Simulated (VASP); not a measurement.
# MgO (P-6m2) in VASP: a series of runs

The runs below take MgO through relaxation of cell and atoms, with r2SCAN, SCAN, r2SCAN+D3(BJ).

Program: VASP 6.6.1. These are calculated values, not measurements. Logs are shortened: lines on timing, memory, paths and dates and some standing lists are left out, and cuts for length are marked.

## (1) The crystal as given

Symmetry: P-6m2, No. 187, hexagonal system. The conventional cell has a = 2.938 Å, b = 2.938 Å, c = 2.680 Å, α = 90.00°, β = 90.00°, γ = 120.00°. Mg (site symmetry -6m2) is surrounded by 6 O at 2.16 Å. O (site symmetry -6m2) is surrounded by 6 Mg at 2.16 Å.

Measurements of this composition are mostly on another form, of space group No. 225.

## (2) Relaxation of cell and atoms, r2SCAN

Input file INCAR:

```
PREC = Accurate ; ENCUT = 600
EDIFF = 1E-6 ; ISMEAR = 0
SIGMA = 0.05 ; LREAL = F
LASPH = T ; NELM = 80
ALGO = Normal ; ISIF = 3
LWAVE = F ; LCHARG = F
METAGGA = R2SCAN ; LMIXTAU = T
IBRION = 2 ; NSW = 60
EDIFFG = -0.01
```

Input file KPOINTS:

```
regular mesh
0
Gamma
  10 10 10
```

Input file POSCAR:

```
MgO
1.0
    2.9380209034      0.0000000000      0.0000000000
   -1.4690104517      2.5444007392      0.0000000000
    0.0000000000      0.0000000000      2.6796800000
Mg O
1 1
Direct
    0.0000000000      0.0000000000      0.0000000000
    0.3333333333      0.6666666667      0.5000000000
```

Potentials or basis: VASP PAW PBE potentials, release 64 (Mg, O).

Started as:

```
cat potpaw_PBE.64/Mg/POTCAR potpaw_PBE.64/O/POTCAR > POTCAR
mpirun -np 1 vasp_std > vasp.out
```

OUTCAR:

```text
PREC = Accurate
   ENCUT = 600
   EDIFF = 1E-6
   ISMEAR = 0
   LREAL = F
   LASPH = T
   NELM = 80
   ISIF = 3
   METAGGA = R2SCAN
   IBRION = 2
   NSW = 60
   EDIFFG = -0.01

 ion  position               nearest neighbor table
   1  0.000  0.000  0.000-   2 2.16   2 2.16   2 2.16   2 2.16   2 2.16   2 2.16
   2  0.333  0.667  0.500-   1 2.16   1 2.16   1 2.16   1 2.16   1 2.16   1 2.16

  LATTYP: Found a hexagonal cell.
 ALAT       =     2.9380209034
 C/A-ratio  =     0.9120697531

  Lattice vectors:

 A1 = (   2.9380209034,   0.0000000000,   0.0000000000)
 A2 = (  -1.4690104517,   2.5444007392,   0.0000000000)
 A3 = (   0.0000000000,   0.0000000000,   2.6796800000)

Analysis of symmetry for initial positions (statically):
=====================================================================
 Subroutine PRICEL returns:
 Original cell was already a primitive cell.

 Routine SETGRP: Setting up the symmetry group for a
 hexagonal supercell.

 Subroutine GETGRP returns: Found 12 space group operations
 (whereof 12 operations were pure point group operations)
 out of a pool of 24 trial point group operations.

The static configuration has the point symmetry D_3h.

Analysis of symmetry for dynamics (positions and initial velocities):
=====================================================================
 Subroutine PRICEL returns:
 Original cell was already a primitive cell.

 Routine SETGRP: Setting up the symmetry group for a
 hexagonal supercell.

 Subroutine GETGRP returns: Found 12 space group operations
 (whereof 12 operations were pure point group operations)
 out of a pool of 24 trial point group operations.

The dynamic configuration has the point symmetry D_3h.

 Subroutine INISYM returns: Found 12 space group operations
 (whereof 12 operations are pure point group operations),
 and found     1 'primitive' translations

----------------------------------------------------------------------------------------

                                     Primitive cell

  volume of cell :      20.0320

  direct lattice vectors                    reciprocal lattice vectors
     2.938020903  0.000000000  0.000000000     0.340365175  0.196509926  0.000000000
    -1.469010452  2.544400739  0.000000000     0.000000000  0.393019851  0.000000000
     0.000000000  0.000000000  2.679680000     0.000000000  0.000000000  0.373178887

  length of vectors
     2.938020903  2.938020903  2.679680000     0.393019851  0.393019851  0.373178887

  position of ions in fractional coordinates (direct lattice)
     0.000000000  0.000000000  0.000000000
     0.333333333  0.666666667  0.500000000

  ion indices of the primitive-cell ions
   primitive index   ion index
                 1           1
                 2           2

----------------------------------------------------------------------------------------

 KPOINTS: regular mesh

Automatic generation of k-mesh.
 Grid dimensions read from file:
 generate k-points for:   10   10   10

 Generating k-lattice:

  Cartesian coordinates                     Fractional coordinates (reciprocal lattice)
     0.034036518  0.019650993  0.000000000     0.100000000 -0.000000000  0.000000000
     0.000000000  0.039301985  0.000000000     0.000000000  0.100000000  0.000000000
     0.000000000  0.000000000  0.037317889     0.000000000  0.000000000  0.100000000

  Length of vectors
     0.039301985  0.039301985  0.037317889

  Shift w.r.t. Gamma in fractional coordinates (k-lattice)
     0.000000000  0.000000000  0.000000000

 Subroutine IBZKPT returns following result:
 ===========================================

 Found     84 irreducible k-points:

 Following reciprocal coordinates:
            Coordinates               Weight
  0.000000  0.000000  0.000000      1.000000
  0.100000  0.000000  0.000000      6.000000
  0.200000  0.000000  0.000000      6.000000
  0.300000  0.000000  0.000000      6.000000
  0.400000  0.000000  0.000000      6.000000
  0.500000  0.000000  0.000000      3.000000
[... 16 lines left out ...]
  0.300000  0.100000  0.100000     24.000000
  0.400000  0.100000  0.100000     24.000000
 [... further k-points ...]
   k-points           NKPTS =     84   k-points in BZ     NKDIM =     84   number of bands    NBANDS=      8
   number of dos      NEDOS =    301   number of ions     NIONS =      2
   total plane-waves  NPLWV =  13824
   dimension x,y,z NGX =    24 NGY =   24 NGZ =   24
   dimension x,y,z NGXF=    48 NGYF=   48 NGZF=   48
   ions per type =               1   1
   NGX,Y,Z   is equivalent  to a cutoff of  13.58, 13.58, 14.89 a.u.
   NGXF,Y,Z  is equivalent  to a cutoff of  27.16, 27.16, 29.78 a.u.
 SYSTEM =  unknown system
   PREC   = accura    normal or accurate (medium, high low for compatibility)
   ISTART =      0    job   : 0-new  1-cont  2-samecut
   ICHARG =      2    charge: 1-file 2-atom 10-const
   ISPIN  =      1    spin polarized calculation?
   LNONCOLLINEAR =      F non collinear calculations
   LSORBIT =      F    spin-orbit coupling
   LASPH  =      T    aspherical Exc in radial PAW
   ENCUT  =  600.0 eV  44.10 Ry    6.64 a.u.   5.87  5.87  5.35*2*pi/ulx,y,z
   NELM   =     80;   NELMIN=  2; NELMDL= -5     # of ELM steps
   EDIFF  = 0.1E-05   stopping-criterion for ELM
   LREAL  =      F    real-space projection
   EDIFFG = -.1E-01   stopping-criterion for IOM
   NSW    =     60    number of steps for IOM
   IBRION =      2    ionic relax: 0-MD 1-quasi-New 2-CG
   NFREE  =      1    steps in history (QN), initial steepest desc. (CG)
   ISIF   =      3    stress and relaxation
   ISYM   =      2    0-nonsym 1-usesym 2-fastsym
   POTIM  = 0.5000    time-step for ionic-motion
   TEBEG  =    0.0;   TEEND  =   0.0 temperature during run
   PSTRESS=    0.0 pullay stress
   NELECT =       8.0000    total number of electrons
   NUPDOWN=      -1.0000    fix difference up-down
   EMIN   =  10.00;   EMAX   =-10.00  energy-range for DOS
   EFERMI =   0.00;   METHOD = LEGACY
   ISMEAR =     0;   SIGMA  =   0.05  broadening in eV -4-tet -1-fermi 0-gaus
   EFERMI_NEDOS =   21; number of points for ismear=-14 and -15
   IALGO  =     38    algorithm
   IMIX   =      4    mixing-type and parameters
     AMIX     =   0.40;   BMIX     =  1.00
     AMIX_MAG =   1.60;   BMIX_MAG =  1.00
  volume/ion in A,a.u.               =      10.02        67.59
  Fermi-wavevector in a.u.,A,eV,Ry     =   1.205583  2.278221 19.775115  1.453430
  Thomas-Fermi vector in A             =   2.341275
   LORBIT       =      0    0 simple, 1 ext, 2 COOP (PROOUT), +10 PAW based schemes
   METAGGA = R2SCAN    functional components
   LHFCALC =     F    Hartree Fock is set to
   AEXX    =    0.0000 exact exchange contribution
   IVDW    =     0    specifies the selected vdW correction
   LEPSILON=     F    determine dielectric tensor
   LRPA    =     F    only Hartree local field effects (RPA)
 conjugate gradient relaxation of ions
 non-spin polarized calculation
 Gauss-broadening in eV      SIGMA  =   0.05
  energy-cutoff  :      600.00
  volume of cell :       20.03
 maximum number of plane-waves:       690
 NGX is ok and might be reduce to    24
   NGX = 11   NGY = 11   NGZ = 11

--------------------------------------- Ionic step        1  -------------------------------------------

 number of electron       7.9999996 magnetization

 Free energy of the ion-electron system (eV)
  ---------------------------------------------------
  ext. energy  EPLUGINS =         0.00000000
  ---------------------------------------------------
  free energy    TOTEN  =       -15.40066735 eV

  energy without entropy =      -15.40066735  energy(sigma->0) =      -15.40066735

------------------------ aborting loop because EDIFF is reached ----------------------------------------

  FORCE on cell =-STRESS in cart. coord.  units (eV):
  Direction    XX          YY          ZZ          XY          YZ          ZX
  --------------------------------------------------------------------------------------
  -------------------------------------------------------------------------------------
  Total       -0.7587979     -0.7587979     -0.8913867      0.0000000      0.0000000      0.0000000
  in kB      -60.6894765    -60.6894765    -71.2940714      0.0000000      0.0000000      0.0000000
  external PRESSURE =     -64.2243414 kB  Pullay stress =       0.0000000 kB
[... 129 lines left out ...]
  energy  without entropy=      -15.4188199299  energy(sigma->0) =      -15.41881993

--------------------------------------- Ionic step        5  -------------------------------------------

 number of electron       7.9999998 magnetization

 Free energy of the ion-electron system (eV)
  ---------------------------------------------------
  ext. energy  EPLUGINS =         0.00000000
  ---------------------------------------------------
  free energy    TOTEN  =       -15.41891576 eV

  energy without entropy =      -15.41891576  energy(sigma->0) =      -15.41891576

 E-fermi :   3.5307     XC(G=0): -11.4398

 val. band max:        3.2677785667   @ k =   0.3000   0.3000   0.0000
 cond. band min:       7.3972281297   @ k =   0.0000   0.0000   0.0000
 fundamental gap:      4.1294495630
 Fermi energy:         3.5307395554

 k-point     1 :       0.0000    0.0000    0.0000
  band No.  band energies     occupation
      1     -15.3510      2.00000
      2       2.6292      2.00000
      3       2.6292      2.00000
      4       2.8533      2.00000
      5       7.3972      0.00000
      6      16.3232      0.00000
      7      20.2620      0.00000
      8      20.2620      0.00000
[... 243 lines left out ...]
 k-point    24 :       0.4000    0.1000    0.1000
  band No.  band energies     occupation
      1     -14.1873      2.00000
      2      -1.5057      2.00000
      3       1.5569      2.00000
      4       2.7602      2.00000
      5      11.4217      0.00000
      6      15.2994      0.00000
      7      18.1941      0.00000
      8      22.2046      0.00000

 [... further k-points ...]

------------------------ aborting loop because EDIFF is reached ----------------------------------------

  FORCE on cell =-STRESS in cart. coord.  units (eV):
  Direction    XX          YY          ZZ          XY          YZ          ZX
  --------------------------------------------------------------------------------------
  -------------------------------------------------------------------------------------
  Total        0.0016923      0.0016923      0.0026697      0.0000000      0.0000000      0.0000000
  in kB        0.1415600      0.1415600      0.2233163      0.0000000      0.0000000      0.0000000
  external PRESSURE =       0.1688121 kB  Pullay stress =       0.0000000 kB
[... 17 lines left out ...]
  FREE ENERGIE OF THE ION-ELECTRON SYSTEM (eV)
  ---------------------------------------------------
  free  energy   TOTEN  =       -15.4189157605 eV

  energy  without entropy=      -15.4189157605  energy(sigma->0) =      -15.41891576

 reached required accuracy - stopping structural energy minimisation
```

It took 3.5 min on 1 thread of Intel Xeon Platinum 8488C (Sapphire Rapids), shared host; peak memory 0.16 GiB.

What came out:

| Property | Result |
| --- | --- |
| Free energy | -15.4189 eV |
| Relaxed volume | 9.58 Å³/atom |
| Relaxed cell | a = 2.894 Å, b = 2.894 Å, c = 2.642 Å, α = 90.00°, β = 90.00°, γ = 120.00° |
| Space group after relaxing (to 0.05 Å) | P-6m2 (No. 187) |
| Energy gained by relaxing | 9.1 meV/atom |
| Ionic steps | 5 |
| Pressure after relaxing | 0.0 GPa |
| Band gap on the k mesh | 4.13 eV, indirect (least direct gap 4.54 eV) |

The path:
```tsv
step	energy change (eV)	largest force (eV/Å)	pressure (GPa)	volume (Å³)
1	0.0000	0.0000	-6.42	20.03
2	-0.0158	0.0000	2.39	18.89
3	-0.0180	0.0000	-0.06	19.17
4	-0.0182	0.0000	0.07	19.14
5	-0.0182	0.0000	0.02	19.15
```

Final structure:
```
CELL_PARAMETERS angstrom
2.89354 0.00000 0.00000
-1.44677 2.50588 0.00000
0.00000 0.00000 2.64160
ATOMIC_POSITIONS crystal
Mg 0.00000 0.00000 0.00000
O 0.33333 0.66667 0.50000
```

Caveat: the PAW data sets were made with another functional, which shifts forces and pressure a little.

## (3) Relaxation of cell and atoms, SCAN

Input file INCAR:

```
SYSTEM = MgO
PREC     = Accurate       ! precision mode
ENCUT    = 600            ! plane-wave cutoff, eV
EDIFF    = 1E-6           ! SCF threshold, eV
ISMEAR   = 0              ! smearing method
SIGMA    = 0.05           ! smearing width, eV
LREAL    = .FALSE.        ! projectors in reciprocal space
LASPH    = .TRUE.         ! aspherical terms in the spheres
NELM     = 60             ! most SCF steps
ALGO     = Normal         ! electronic algorithm
ISIF     = 3              ! what is computed and relaxed
LWAVE    = .FALSE.        ! write WAVECAR
LCHARG   = .FALSE.        ! write CHGCAR
METAGGA  = SCAN           ! meta-GGA
LMIXTAU  = .TRUE.       
IBRION   = 2              ! ionic algorithm
NSW      = 60             ! ionic steps
EDIFFG   = -0.01          ! ionic threshold
```

Input file KPOINTS:

```
regular mesh
0
G
  10 10 10
  0 0 0
```

POSCAR is that of step 2.

Potentials or basis: VASP PAW PBE potentials, release 64 (Mg, O).

Started as:

```
cat potpaw_PBE.64/Mg/POTCAR potpaw_PBE.64/O/POTCAR > POTCAR
mpirun -np 1 vasp_std > vasp.out
```

Run time: 2.6 min. Hardware: 1 thread of Intel Xeon Platinum 8488C (Sapphire Rapids), shared host; peak memory 0.16 GiB.

The run converged. Its results:

| Quantity | Value |
| --- | --- |
| Free energy | -16.5432 eV |
| Relaxed volume | 9.51 Å³/atom |
| Relaxed cell | a = 2.887 Å, b = 2.887 Å, c = 2.636 Å, α = 90.00°, β = 90.00°, γ = 120.00° |
| Space group after relaxing (to 0.05 Å) | P-6m2 (No. 187) |
| Energy gained by relaxing | 12.0 meV/atom |
| Ionic steps | 5 |
| Pressure after relaxing | 0.0 GPa |
| Band gap on the k mesh | 4.13 eV, indirect (least direct gap 4.55 eV) |

The path:
| step | energy change (eV) | largest force (eV/Å) | pressure (GPa) | volume (Å³) |
| --- | --- | --- | --- | --- |
| 1 | 0.0000 | 0.0000 | -7.35 | 20.03 |
| 2 | -0.0207 | 0.0000 | 2.82 | 18.73 |
| 3 | -0.0236 | 0.0000 | -0.06 | 19.05 |
| 4 | -0.0238 | 0.0000 | 0.10 | 19.02 |
| 5 | -0.0239 | 0.0000 | 0.03 | 19.03 |

Final structure:
```
Mg O
1.0
     2.88720    0.00000    0.00000
    -1.44360    2.50039    0.00000
     0.00000    0.00000    2.63599
Mg O
1 1
Direct
  0.00000 0.00000 0.00000
  0.33333 0.66667 0.50000
```

Levels at points of the mesh, in eV from the valence-band top:
```csv
k point,band 2,band 3,band 4,band 5,band 6,band 7
"(0.00, 0.00, 0.00)",-0.64,-0.64,-0.42,4.13,13.04,17.00
"(0.50, 0.00, 0.00)",-5.12,-1.41,-0.04,7.64,12.19,14.48
"(0.00, 0.00, 0.50)",-5.59,-0.10,-0.10,9.64,10.32,18.96
"(0.50, 0.00, 0.50)",-3.95,-3.58,-0.90,6.74,12.73,15.85
```

Caveat: the PAW data sets were made with another functional, which shifts forces and pressure a little. SCAN opens gaps a little over a GGA but as a rule still falls short of measured ones.

## (4) Relaxation of cell and atoms, r2SCAN+D3(BJ)

Input file INCAR:

```
SYSTEM = MgO
PREC = Accurate ; ENCUT = 600
EDIFF = 1E-7 ; ISMEAR = 0
SIGMA = 0.05 ; LREAL = .FALSE.
LASPH = .TRUE. ; NELM = 60
ALGO = Normal ; ISIF = 3
LWAVE = .FALSE. ; LCHARG = .FALSE.
METAGGA = R2SCAN ; LMIXTAU = .TRUE.
IVDW = 12 ; VDW_S6 = 1.0
VDW_S8 = 0.78981345 ; VDW_A1 = 0.49484001
VDW_A2 = 5.73083694 ; IBRION = 2
NSW = 40 ; EDIFFG = -0.02
```

Input file KPOINTS:

```
Automatic mesh
0
G
  10 10 10
  0 0 0
```

POSCAR is that of step 3.

Started as:

```
cat potpaw_PBE.64/Mg/POTCAR potpaw_PBE.64/O/POTCAR > POTCAR
mpirun -np 1 vasp_std > vasp.out
```

It took 2.7 min on 1 thread of Intel Xeon Platinum 8488C (Sapphire Rapids), shared host; peak memory 0.17 GiB.

The run converged. Its results:

```
Free energy                            : -15.6917 eV
Relaxed volume                         : 9.44 Å³/atom
Relaxed cell                           : a = 2.878 Å, b = 2.878 Å, c = 2.630 Å, α = 90.00°, β = 90.00°, γ = 120.00°
Space group after relaxing (to 0.05 Å) : P-6m2 (No. 187)
Energy gained by relaxing              : 16.2 meV/atom
Ionic steps                            : 5
Pressure after relaxing                : 0.0 GPa
Band gap on the k mesh                 : 4.26 eV, indirect (least direct gap 4.68 eV)
Dispersion energy per atom             : -0.137 eV
```

The path:
| step | energy change (eV) | largest force (eV/Å) | pressure (GPa) | volume (Å³) |
| --- | --- | --- | --- | --- |
| 1 | 0.0000 | 0.0000 | -8.54 | 20.03 |
| 2 | -0.0280 | 0.0000 | 3.35 | 18.52 |
| 3 | -0.0320 | 0.0000 | -0.06 | 18.90 |
| 4 | -0.0322 | 0.0000 | 0.08 | 18.86 |
| 5 | -0.0324 | 0.0000 | 0.02 | 18.87 |

Final structure:
```cif
data_structure
_symmetry_space_group_name_H-M 'P 1'
_symmetry_Int_Tables_number 1
_cell_length_a 2.8784
_cell_length_b 2.8784
_cell_length_c 2.6303
_cell_angle_alpha 90.000
_cell_angle_beta 90.000
_cell_angle_gamma 120.000
_cell_volume 18.87
loop_
_atom_site_label
_atom_site_type_symbol
_atom_site_fract_x
_atom_site_fract_y
_atom_site_fract_z
_atom_site_occupancy
Mg1 Mg 0.00000 0.00000 0.00000 1
O1 O 0.33333 0.66667 0.50000 1
```

Levels at points of the mesh, in eV from the valence-band top:
```
           k point  band 1  band 2  band 3  band 4  band 5  band 6  band 7  band 8
(0.00, 0.00, 0.00)  -18.69   -0.64   -0.64   -0.42    4.26   13.11   17.15   17.15
(0.50, 0.00, 0.00)  -17.56   -5.15   -1.41   -0.04    7.74   12.36   14.57   19.99
(0.00, 0.00, 0.50)  -17.53   -5.63   -0.09   -0.09    9.77   10.44   19.07   19.07
(0.50, 0.00, 0.50)  -16.73   -3.98   -3.61   -0.90    6.82   12.84   16.05   16.85
```

Caveat: the PAW data sets were made with another functional, which shifts forces and pressure a little. A k mesh can miss the band edges.

## (5) The runs side by side

| level | gap on the mesh (eV) | pressure (GPa) | relaxed volume (Å³/atom) |
| --- | --- | --- | --- |
| r2SCAN | 4.13 | 0.0 | 9.58 |
| SCAN | 4.13 | 0.0 | 9.51 |
| r2SCAN+D3(BJ) | 4.26 | 0.0 | 9.44 |

Alike in all rows: task relaxation of cell and atoms; potentials or basis VASP PAW PBE potentials, release 64 (Mg, O); no spin polarisation; cell relaxed; k mesh 10 × 10 × 10; cutoff (eV) 600; smearing gaussian 0.05 eV.

Caveats: the PAW data sets were made with another functional, which shifts forces and pressure a little.

Absolute energies hang on the potentials; compare differences alone.
